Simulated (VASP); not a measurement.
# ZnS (P6_3mc) in VASP: settings compared

ZnS is run at these levels: PBE exchange alone, RPBE+D3(BJ), BLYP+D4; tasks: single point.

Program: VASP 6.6.1. These are calculated values, not measurements. Logs are shortened: lines on timing, memory, paths and dates and some standing lists are left out, and cuts for length are marked.

**Experimental background.**

From a printed reference work, monograph, for a bulk crystal of ZnS at 4 K: band gap 3.911 eV (direct).

How close the calculation comes is told below.

## (1) The cell of the first run

It takes space group P6_3mc (No. 186, hexagonal). Conventional cell: a = 3.862 Å, b = 3.862 Å, c = 18.936 Å, α = 90.00°, β = 90.00°, γ = 120.00°. Zn (site symmetry 3m) has 4 S at 2.37 Å within 3.1 Å. Within 3.1 Å of Zn (site symmetry 3m) lie 4 S at 2.37 Å. Zn (site symmetry 3m) has 4 S at 2.37 Å within 3.1 Å. Within 3.1 Å of S (site symmetry 3m) lie 4 Zn at 2.37 Å. Within 3.1 Å of S (site symmetry 3m) lie 4 Zn at 2.37 Å. S (site symmetry 3m) has 4 Zn at 2.37 Å within 3.1 Å.

## (2) Single point, PBE exchange alone

INCAR

```
SYSTEM = ZnS
PREC = Accurate ; ENCUT = 520
EDIFF = 1E-6 ; ISMEAR = -1
SIGMA = 0.05 ; LREAL = .False.
LASPH = .True. ; NELM = 80
ALGO = Normal ; ISIF = 2
LWAVE = .False. ; LCHARG = .False.
GGA = PE ; ALDAC = 0.0
AGGAC = 0.0 ; NBANDS = 66
```

KPOINTS

```
Automatic mesh
0
Gamma
  8 8 2
  0 0 0
```

POSCAR

```
ZnS
1.0
    3.8621636474      0.0000000000      0.0000000000
   -1.9310818237      3.3447318322      0.0000000000
    0.0000000000      0.0000000000     18.9359391258
Zn S
6 6
Direct
    0.3333333333      0.6666666667      0.8333300000
    0.6666666667      0.3333333333      0.3333300000
    0.6666666667      0.3333333333      0.6666700000
    0.3333333333      0.6666666667      0.1666700000
    0.0000000000      0.0000000000      0.5000000000
    0.0000000000      0.0000000000      0.0000000000
    0.3333333333      0.6666666667      0.9583300000
    0.6666666667      0.3333333333      0.4583300000
    0.6666666667      0.3333333333      0.7916700000
    0.3333333333      0.6666666667      0.2916700000
    0.0000000000      0.0000000000      0.6250000000
    0.0000000000      0.0000000000      0.1250000000
```

Potentials or basis: VASP PAW PBE potentials, release 64 (Zn, S).

Started as:

```sh
cat potpaw_PBE.64/Zn/POTCAR potpaw_PBE.64/S/POTCAR > POTCAR
mpirun -np 1 vasp_std > vasp.out
```

OUTCAR:

```text
SYSTEM = ZnS
   PREC = Accurate
   ENCUT = 520
   EDIFF = 1E-6
   ISMEAR = -1
   LREAL = .False.
   LASPH = .True.
   NELM = 80
   ISIF = 2
   GGA = PE

 ion  position               nearest neighbor table
   1  0.333  0.667  0.833-   9 2.37   9 2.37   9 2.37   7 2.37
   2  0.667  0.333  0.333-  10 2.37  10 2.37  10 2.37   8 2.37
   3  0.667  0.333  0.667-  11 2.37  11 2.37  11 2.37   9 2.37
   4  0.333  0.667  0.167-  12 2.37  12 2.37  12 2.37  10 2.37
   5  0.000  0.000  0.500-   8 2.37   8 2.37   8 2.37  11 2.37
   6  0.000  0.000  0.000-   7 2.37   7 2.37   7 2.37  12 2.37
   7  0.333  0.667  0.958-   6 2.37   6 2.37   6 2.37   1 2.37
   8  0.667  0.333  0.458-   5 2.37   5 2.37   5 2.37   2 2.37
   9  0.667  0.333  0.792-   1 2.37   1 2.37   1 2.37   3 2.37
  10  0.333  0.667  0.292-   2 2.37   2 2.37   2 2.37   4 2.37
  11  0.000  0.000  0.625-   3 2.37   3 2.37   3 2.37   5 2.37
  12  0.000  0.000  0.125-   4 2.37   4 2.37   4 2.37   6 2.37

  LATTYP: Found a hexagonal cell.
 ALAT       =     3.8621636474
 C/A-ratio  =     4.9029354669

  Lattice vectors:

 A1 = (   3.8621636474,   0.0000000000,   0.0000000000)
 A2 = (  -1.9310818237,   3.3447318322,   0.0000000000)
 A3 = (   0.0000000000,   0.0000000000,  18.9359391258)

Analysis of symmetry for initial positions (statically):
=====================================================================
 Subroutine PRICEL returns:
 Original cell was already a primitive cell.

 Routine SETGRP: Setting up the symmetry group for a
 hexagonal supercell.

 Subroutine GETGRP returns: Found 12 space group operations
 (whereof  6 operations were pure point group operations)
 out of a pool of 24 trial point group operations.

The static configuration has the point symmetry C_3v.
 The point group associated with its full space group is C_6v.

Analysis of symmetry for dynamics (positions and initial velocities):
=====================================================================
 Subroutine PRICEL returns:
 Original cell was already a primitive cell.

 Routine SETGRP: Setting up the symmetry group for a
 hexagonal supercell.

 Subroutine GETGRP returns: Found 12 space group operations
 (whereof  6 operations were pure point group operations)
 out of a pool of 24 trial point group operations.

The dynamic configuration has the point symmetry C_3v.
 The point group associated with its full space group is C_6v.

 Subroutine INISYM returns: Found 12 space group operations
 (whereof  6 operations are pure point group operations),
[... 122 lines left out ...]
   NELECT =     108.0000    total number of electrons
   NUPDOWN=      -1.0000    fix difference up-down
   EMIN   =  10.00;   EMAX   =-10.00  energy-range for DOS
   EFERMI =   0.00;   METHOD = LEGACY
   ISMEAR =    -1;   SIGMA  =   0.05  broadening in eV -4-tet -1-fermi 0-gaus
   EFERMI_NEDOS =   21; number of points for ismear=-14 and -15
   IALGO  =     38    algorithm
   IMIX   =      4    mixing-type and parameters
     AMIX     =   0.40;   BMIX     =  1.00
     AMIX_MAG =   1.60;   BMIX_MAG =  1.00
  volume/ion in A,a.u.               =      20.38       137.56
  Fermi-wavevector in a.u.,A,eV,Ry     =   1.246589  2.355711 21.143223  1.553983
  Thomas-Fermi vector in A             =   2.380759
   LORBIT       =      0    0 simple, 1 ext, 2 COOP (PROOUT), +10 PAW based schemes
   GGA     = PE    functional components
   LHFCALC =     F    Hartree Fock is set to
   AEXX    =    0.0000 exact exchange contribution
   IVDW    =     0    specifies the selected vdW correction
   LEPSILON=     F    determine dielectric tensor
   LRPA    =     F    only Hartree local field effects (RPA)
 non-spin polarized calculation
  energy-cutoff  :      520.00
  volume of cell :      244.61
 maximum number of plane-waves:      6641
 NGX is ok and might be reduce to    30
   NGX = 15   NGY = 15   NGZ = 71

 number of electron     108.0000074 magnetization

 Free energy of the ion-electron system (eV)
  ---------------------------------------------------
  ext. energy  EPLUGINS =         0.00000000
  ---------------------------------------------------
  free energy    TOTEN  =       -27.27117406 eV

  energy without entropy =      -27.27117406  energy(sigma->0) =      -27.27117406

 E-fermi :   4.3323     XC(G=0):  -7.9098

 val. band max:        3.2707907765   @ k =   0.0000   0.0000   0.0000
 cond. band min:       5.2926205528   @ k =   0.0000   0.0000   0.0000
 fundamental gap:      2.0218297763
 Fermi energy:         4.3323127068

 k-point     1 :       0.0000    0.0000    0.0000
  band No.  band energies     occupation
      1      -9.6438      2.00000
      2      -9.4574      2.00000
      3      -9.4503      2.00000
      4      -9.0303      2.00000
      5      -9.0234      2.00000
      6      -8.7827      2.00000
[... 1369 lines left out ...]
     65       9.9532      0.00000
     66       9.9532      0.00000

------------------------ aborting loop because EDIFF is reached ----------------------------------------

  FORCE on cell =-STRESS in cart. coord.  units (eV):
  Direction    XX          YY          ZZ          XY          YZ          ZX
  --------------------------------------------------------------------------------------
  -------------------------------------------------------------------------------------
  Total       14.1501710     14.1501710     14.3611971     -0.0000000      0.0000000      0.0000000
  in kB       92.6815835     92.6815835     94.0637741     -0.0000000      0.0000000      0.0000000
  external PRESSURE =      93.1423137 kB  Pullay stress =       0.0000000 kB

 VOLUME and BASIS-vectors are now :
 -----------------------------------------------------------------------------
  energy-cutoff  :      520.00
  volume of cell :      244.61
      direct lattice vectors                 reciprocal lattice vectors
     3.862163647  0.000000000  0.000000000     0.258922224  0.149488816  0.000000000
    -1.931081824  3.344731832  0.000000000     0.000000000  0.298977631  0.000000000
     0.000000000  0.000000000 18.935939126     0.000000000  0.000000000  0.052809633

 POSITION                                       TOTAL-FORCE (eV/Angst)
 -----------------------------------------------------------------------------------
     -0.00000      2.22982     15.77989         0.000000     -0.000000      0.003710
      1.93108      1.11491      6.31192        -0.000000     -0.000000      0.003710
      1.93108      1.11491     12.62402         0.000000     -0.000000      0.023636
     -0.00000      2.22982      3.15605        -0.000000     -0.000000      0.023636
      0.00000      0.00000      9.46797        -0.000000      0.000000     -0.004421
      0.00000      0.00000      0.00000         0.000000     -0.000000     -0.004421
     -0.00000      2.22982     18.14688        -0.000000     -0.000000     -0.039966
      1.93108      1.11491      8.67891         0.000000     -0.000000     -0.039966
      1.93108      1.11491     14.99101        -0.000000     -0.000000     -0.006048
     -0.00000      2.22982      5.52305         0.000000     -0.000000     -0.006048
      0.00000      0.00000     11.83496        -0.000000      0.000000      0.023089
      0.00000      0.00000      2.36699         0.000000     -0.000000      0.023089
 -----------------------------------------------------------------------------------
    total drift:                               -0.000001     -0.000001      0.000207

  FREE ENERGIE OF THE ION-ELECTRON SYSTEM (eV)
  ---------------------------------------------------
  free  energy   TOTEN  =       -27.2711740637 eV

  energy  without entropy=      -27.2711740636  energy(sigma->0) =      -27.27117406
```

Run time: 8.8 min. Hardware: 1 thread of Intel Xeon Platinum 8259CL at 2.50GHz (Skylake/Cascade Lake), shared host; peak memory 0.49 GiB.

Results:

```
Free energy            : -27.2712 eV
Pressure               : 9.3 GPa
Largest force          : 0.040 eV/Å
Band gap on the k mesh : 2.02 eV
```

Forces in eV/Å, atoms in the order of the input:
```
Zn   0.000  0.000  0.004
Zn   0.000  0.000  0.004
Zn   0.000  0.000  0.024
Zn   0.000  0.000  0.024
Zn   0.000  0.000 -0.004
Zn   0.000  0.000 -0.004
S    0.000  0.000 -0.040
S    0.000  0.000 -0.040
S    0.000  0.000 -0.006
S    0.000  0.000 -0.006
S    0.000  0.000  0.023
S    0.000  0.000  0.023
```

Caveat: the cell stands under pressure.

## (3) Single point, RPBE+D3(BJ)

This run uses another cell than the first one, of 20.78 Å³/atom.

INCAR

```
SYSTEM = ZnS
PREC = Accurate
ENCUT = 520
EDIFF = 1E-7
ISMEAR = -1
SIGMA = 0.05
LREAL = .FALSE.
LASPH = .TRUE.
NELM = 60
ALGO = Normal
ISIF = 2
LWAVE = .FALSE.
LCHARG = .FALSE.
GGA = RP
IVDW = 12
NBANDS = 66
```

KPOINTS

```
Automatic mesh
0
G
  8 8 2
  0 0 0
```

Changes to POSCAR since step 2:

```diff
@@ -2,5 +2,5 @@
 1.0
-    3.8621636474      0.0000000000      0.0000000000
-   -1.9310818237      3.3447318322      0.0000000000
-    0.0000000000      0.0000000000     18.9359391258
+    3.8867640791      0.0000000000      0.0000000000
+   -1.9433820395      3.3660364310      0.0000000000
+    0.0000000000      0.0000000000     19.0565534549
 Zn S
```

Potentials or basis: VASP PAW PBE potentials, release 64 (Zn, S).

Started as:

```sh
cat potpaw_PBE.64/Zn/POTCAR potpaw_PBE.64/S/POTCAR > POTCAR
mpirun -np 1 vasp_std > vasp.out
```

It took 8.9 min on 1 thread of Intel Xeon Platinum 8259CL at 2.50GHz (Skylake/Cascade Lake), shared host; peak memory 0.48 GiB.

It converged, with:

```yaml
Free_energy: -49.8142 eV
Pressure: -8.5 GPa
Largest_force: 0.023 eV/Å
Band_gap_on_the_k_mesh: 2.08 eV
Dispersion_energy_per_atom: -1.049 eV
```

Forces in eV/Å, atoms in the order of the input:
```
Zn   0.000  0.000  0.000
Zn   0.000  0.000  0.000
Zn   0.000  0.000 -0.012
Zn   0.000  0.000 -0.012
Zn   0.000  0.000 -0.001
Zn   0.000  0.000 -0.001
S    0.000  0.000 -0.007
S    0.000  0.000 -0.007
S    0.000  0.000 -0.003
S    0.000  0.000 -0.003
S    0.000  0.000  0.023
S    0.000  0.000  0.023
```

Levels at points of the mesh, in eV from the valence-band top:
```tsv
k point	band 51	band 52	band 53	band 54	band 55	band 56	band 57	band 58
(0.00, 0.00, 0.00)	-0.22	-0.02	0.00	0.00	2.08	3.14	3.25	3.27
(0.50, 0.00, 0.00)	-1.14	-1.14	-0.98	-0.79	3.48	3.71	3.80	3.98
(0.00, 0.00, 0.50)	-0.06	-0.06	-0.06	-0.06	2.54	2.54	3.28	3.28
(0.50, 0.00, 0.50)	-1.10	-1.10	-0.89	-0.89	3.48	3.48	3.97	3.97
```

Caveat: the cell stands under tension; the dispersion term is far too large for a dense solid, which distorts pressure and volume; the PAW data sets were made with another functional, which shifts forces and pressure a little. A k mesh can miss the band edges.

## (4) Single point, BLYP+D4

This run uses another cell than the first one, of 19.73 Å³/atom.

INCAR

```
SYSTEM = ZnS
  PREC = Accurate
  ENCUT = 520
  EDIFF = 1E-6
  ISMEAR = -1
  SIGMA = 0.05
  LREAL = .False.
  LASPH = .True.
  NELM = 80
  ALGO = Normal
  ISIF = 2
  LWAVE = .False.
  LCHARG = .True.
  GGA = B5
  ALDAX = 1.0
  AGGAX = 1.0
  AGGAC = 1.0
  ALDAC = 0.0
  IVDW = 13
  VDW_S6 = 1.0
  VDW_S8 = 2.34076671
  VDW_A1 = 0.44488865
  VDW_A2 = 4.0933009
  LELF = .True.
  LVHAR = .True.
  NBANDS = 66
```

KPOINTS

```
regular mesh
0
Gamma
  8 8 2
  0 0 0
```

POSCAR

```
ZnS
1.0
    3.8178989553      0.0000000000      0.0000000000
   -1.9089494777      3.3063974844      0.0000000000
    0.0000000000      0.0000000000     18.7551232615
Zn S
6 6
Direct
    0.3333333333      0.6666666667      0.8332844792
    0.6666666667      0.3333333333      0.3332844792
    0.6666666667      0.3333333333      0.6669537937
    0.3333333333      0.6666666667      0.1669537937
    0.0000000000      0.0000000000      0.5000427470
    0.0000000000      0.0000000000      0.0000427470
    0.3333333333      0.6666666667      0.9580064350
    0.6666666667      0.3333333333      0.4580064350
    0.6666666667      0.3333333333      0.7916331667
    0.3333333333      0.6666666667      0.2916331667
    0.0000000000      0.0000000000      0.6250793785
    0.0000000000      0.0000000000      0.1250793785
```

Started as:

```sh
cat potpaw_PBE.64/Zn/POTCAR potpaw_PBE.64/S/POTCAR > POTCAR
mpirun -np 1 vasp_std > vasp.out
```

It took 7.2 min on 1 thread of AMD EPYC 9755, shared host; peak memory 0.4 GiB.

It converged, with:

| Property | Result |
| --- | --- |
| Free energy | -41.6047 eV |
| Pressure | 0.1 GPa |
| Largest force | 0.003 eV/Å |
| Band gap on the k mesh | 2.14 eV |
| Dispersion energy per atom | -0.578 eV |

Forces on the atoms (eV/Å):
```
Zn   0.000  0.000 -0.003
Zn   0.000  0.000 -0.003
Zn   0.000  0.000  0.000
Zn   0.000  0.000  0.000
Zn   0.000  0.000 -0.003
Zn   0.000  0.000 -0.003
S    0.000  0.000  0.002
S    0.000  0.000  0.002
S    0.000  0.000  0.002
S    0.000  0.000  0.002
S    0.000  0.000  0.003
S    0.000  0.000  0.003
```

Levels at points of the mesh, in eV from the valence-band top:
```tsv
k point	band 52	band 53	band 54	band 55	band 56	band 57
(0.00, 0.00, 0.00)	-0.03	0.00	0.00	2.14	3.21	3.27
(0.50, 0.00, 0.00)	-1.23	-1.08	-0.86	3.46	3.65	3.72
(0.00, 0.00, 0.50)	-0.07	-0.07	-0.07	2.62	2.62	3.30
(0.50, 0.00, 0.50)	-1.20	-0.96	-0.96	3.43	3.43	3.92
```

Caveat: the PAW data sets were made with another functional, which shifts forces and pressure a little.

## (5) Summary

```csv
level,cell,gap on the mesh (eV),pressure (GPa),largest force (eV/Å)
PBE exchange alone,"a = 3.862, b = 3.862, c = 18.936 Å, angles 90.0, 90.0, 120.0°, 12 atoms, atomic positions A",2.02,9.3,0.04
RPBE+D3(BJ),"a = 3.887, b = 3.887, c = 19.057 Å, angles 90.0, 90.0, 120.0°, 12 atoms, atomic positions A",2.08,-8.5,0.02
BLYP+D4,"a = 3.818, b = 3.818, c = 18.755 Å, angles 90.0, 90.0, 120.0°, 12 atoms, atomic positions B",2.14,0.1,-
```

Alike in all rows: task single point; potentials or basis VASP PAW PBE potentials, release 64 (Zn, S); no spin polarisation; k mesh 8 × 8 × 2; cutoff (eV) 520; smearing fermi-dirac 0.05 eV.

Caveats: the PAW data sets were made with another functional, which shifts forces and pressure a little (at least some runs); the cell stands under pressure (at least some runs); the cell stands under tension (at least some runs); the dispersion term is far too large for a dense solid, which distorts pressure and volume (at least some runs).

Total energies depend on the potentials used, so only differences within one code and one set of settings carry meaning.

## (6) How close it comes

Step 4. A measured gap of ZnS is 3.911 eV (direct; 4 K; a printed reference work, monograph); the calculated 2.14 eV misses it by -1.77 eV. The value is that of BLYP+D4 on a finite k mesh, which can miss the band edges, without temperature or zero-point motion. Semilocal functionals fall short of measured gaps as a rule.
